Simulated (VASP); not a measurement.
Here is a VASP 6.6.1 calculation.

The input INCAR:

```
PREC     = Accurate       # precision mode
ENCUT    = 520            # plane-wave cutoff, eV
EDIFF    = 1E-6           # SCF threshold, eV
ISMEAR   = 0              # smearing method
SIGMA    = 0.1            # smearing width, eV
LREAL    = F              # projectors in reciprocal space
LASPH    = T              # aspherical terms in the spheres
NELM     = 100            # most SCF steps
ALGO     = Fast           # electronic algorithm
ISIF     = 2              # what is computed and relaxed
LWAVE    = F              # write WAVECAR
LCHARG   = F              # write CHGCAR
GGA      = PE             # functional
NBANDS   = 96             # bands
```

The input KPOINTS:

```
regular mesh
0
Gamma
  3 3 3
```

File POSCAR:

```
Ge
1.0
    3.6689249105      2.1182547847      6.2569924743
   -3.6689249105      2.1182547847      6.2569924743
    0.0000000000     -4.2365095693      6.2569924743
Ge
12
Direct
    0.0101900000      0.6536100000      0.0101900000
    0.0101900000      0.0101900000      0.6536100000
    0.6536100000      0.0101900000      0.0101900000
    0.9898100000      0.3463900000      0.9898100000
    0.3463900000      0.9898100000      0.9898100000
    0.9898100000      0.9898100000      0.3463900000
    0.2211800000      0.6306000000      0.2211800000
    0.2211800000      0.2211800000      0.6306000000
    0.6306000000      0.2211800000      0.2211800000
    0.7788200000      0.3694000000      0.7788200000
    0.3694000000      0.7788200000      0.7788200000
    0.7788200000      0.7788200000      0.3694000000
```

Potentials or basis: VASP PAW PBE potentials, release 64 (Ge_d).

Launch:

```console
$ cat potpaw_PBE.64/Ge_d/POTCAR > POTCAR
$ mpirun -np 1 vasp_std > vasp.out
```

(1) Predict the largest force.

(2) What does it give for the pressure?

(3) What does it give for the band gap on the k mesh?

## Answers

(1) 1.151 eV/Å.

(2) 6.4 GPa.

(3) none (metal or under the smearing width).

Caveat: forces of over 1 eV/Å show positions far from the minimum, so gaps and moduli don't describe the material at rest.
